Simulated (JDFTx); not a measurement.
**BeTe under changes of volume**

One of the cells (21.254 Å³/atom); the others are scaled copies at fixed shape and fractional positions:

```
CELL_PARAMETERS angstrom
0.00000 2.77000 2.77000
2.77000 0.00000 2.77000
2.77000 2.77000 0.00000
ATOMIC_POSITIONS crystal
Te 0.75000 0.75000 0.75000
Be 0.00000 0.00000 0.00000
```

| Quantity | Value |
| --- | --- |
| Program | JDFTx 1.7.0 (patched build) |
| Functional | LDA |
| Potentials or basis | PseudoDojo-SR-LDA-0.4.1-standard with smoothed tails |
| Cutoff | 1197 eV |
| Density cutoff | 9578 eV |
| k mesh | 8 × 8 × 8 |
| Occupations | fermi-dirac, width 0.05 eV |
| Spin | no spin polarisation |

```csv
volume (Å³/atom),energy over the lowest point (meV/atom),pressure (GPa),gap on the mesh (eV)
19.979,22.21,5.2,1.62
20.404,10.66,3.5,1.67
20.829,3.39,2.0,1.73
21.254,0.00,0.6,1.78
21.679,0.13,-0.7,1.82
22.104,3.44,-1.8,1.87
22.529,?,?,?
```

Problem. What does the run at 22.529 Å³/atom give?

Solution. Energy over the lowest point 9.64 meV/atom; pressure -2.9 GPa; gap on the mesh 1.91 eV.

Worked out: A Birch-Murnaghan fit of order 3 (a polynomial in V^(-2/3)) to the other rows has its minimum at 21.45 Å³/atom with B0 = V·E''(V) = 64 GPa and B' = 4.0. It gives 9.64 meV/atom at 22.529 Å³/atom, against the run's 9.64, and -dE/dV = -2.8 GPa, against -2.9. A straight line through the other rows of the gap, of slope 2.47 eV per unit of ln V, extrapolates to 1.92 eV, against the run's 1.91.

Energies are extrapolated to zero smearing.

Caveats: spin-orbit coupling is left out, which moves the levels of the heavy elements.

A mesh can miss the band edges.
